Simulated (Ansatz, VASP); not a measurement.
**One calculation of RbBr, two programs**

```
CELL_PARAMETERS angstrom
0.00000 3.91322 3.78208
3.91322 0.00000 3.78208
3.91322 3.91322 0.00000
ATOMIC_POSITIONS crystal
Rb 0.00000 0.00000 0.00000
Br 0.25000 0.25000 0.25000
```

Change from the starting cell: epitaxial_xy strain +1.1%.

Alike in both runs: task single point; functional HSE06; k mesh 4 × 4 × 4; no spin polarisation.

|  | VASP | Ansatz |
| --- | --- | --- |
| version | VASP 6.6.1 | Ansatz 0.2.0 |
| potentials or method | VASP PAW PBE potentials, release 64 (Rb_sv, Br) | plane waves, PAW |
| plane-wave cutoff (eV) | 520 | 420 |
| occupations | gaussian, width 0.01 eV | fixed |
| valence electrons in the cell | 16 | 16 |

|  | VASP | Ansatz | Ansatz less VASP |
| --- | --- | --- | --- |
| gap on the k mesh at the Fermi level (eV) | 5.17 | 5.16 | -0.004 |
| pressure (GPa) | 0.1 | 0.1 | -0.01 |

Ansatz warned: «stress_exchange_threshold_loose».

Caveats: the PAW data sets were made with another functional, which shifts forces and pressure a little (VASP). A k mesh can miss the band edges.
